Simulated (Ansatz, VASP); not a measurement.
## One calculation of GaN, two programs

File INCAR:

```
PREC     = Accurate       # precision mode
ENCUT    = 520            # plane-wave cutoff, eV
EDIFF    = 1E-7           # SCF threshold, eV
ISMEAR   = 0              # smearing method
SIGMA    = 0.05           # smearing width, eV
LREAL    = False          # projectors in reciprocal space
LASPH    = True           # aspherical terms in the spheres
NELM     = 100            # most SCF steps
ALGO     = Fast           # electronic algorithm
ISIF     = 2              # what is computed and relaxed
LWAVE    = False          # write WAVECAR
LCHARG   = False          # write CHGCAR
GGA      = PE             # functional
NBANDS   = 16             # bands
```

The input KPOINTS:

```
regular mesh
0
Gamma
  12 12 12
```

Contents of POSCAR:

```
GaN
1.0
    0.0000000000      2.3170126437      2.1316516322
    2.3170126437      0.0000000000      2.1316516322
    2.3170126437      2.3170126437      0.0000000000
Ga N
1 1
Direct
    0.0000000000      0.0000000000      0.0000000000
    0.7500000000      0.7500000000      0.7500000000
```

Input for Ansatz:

```yaml
crystal:
  lattice:
    - [0.0, 2.3170126437, 2.1316516322]
    - [2.3170126437, 0.0, 2.1316516322]
    - [2.3170126437, 2.3170126437, 0.0]
  atoms:
    - { symbol: Ga, position: [0.0, 0.0, 0.0] }
    - { symbol: "N", position: [0.75, 0.75, 0.75] }
basis:
  ecutwfc: 420
kpoints:
  mp_grid: { grid: [12, 12, 12] }
hamiltonian:
  xc: pbe
scf:
  occupations: { method: gaussian, width: 0.05 }
output:
  forces: true
  stress: true
  eigenvalues: true
```

Alike in both runs: task single point; functional PBE; k mesh 12 × 12 × 12; occupations gaussian, width 0.05 eV; no spin polarisation.

|  | VASP | Ansatz |
| --- | --- | --- |
| version | VASP 6.6.1 | Ansatz 0.2.0 |
| potentials or method | VASP PAW PBE potentials, release 64 (Ga_d, N) | scalar-relativistic, plane waves, PAW |
| plane-wave cutoff (eV) | 520 | 420 |
| valence electrons in the cell | 18 | 18 |

Ansatz gave:

```
gap on the k mesh at the Fermi level (eV)       : 1.48
least direct gap on the mesh (eV)               : 1.48
pressure (GPa)                                  : 4.5
largest component of the traceless stress (GPa) : 5.47
```

Question: Estimate VASP's values.

Answer: gap on the k mesh at the Fermi level (eV): 1.49; least direct gap on the mesh (eV): 1.49; pressure (GPa): 4.6; largest component of the traceless stress (GPa): 5.48.

The functional is the same, so the differences come from potentials, cutoffs and numerics.

As with any semilocal functional, this PBE gap is likely too small.
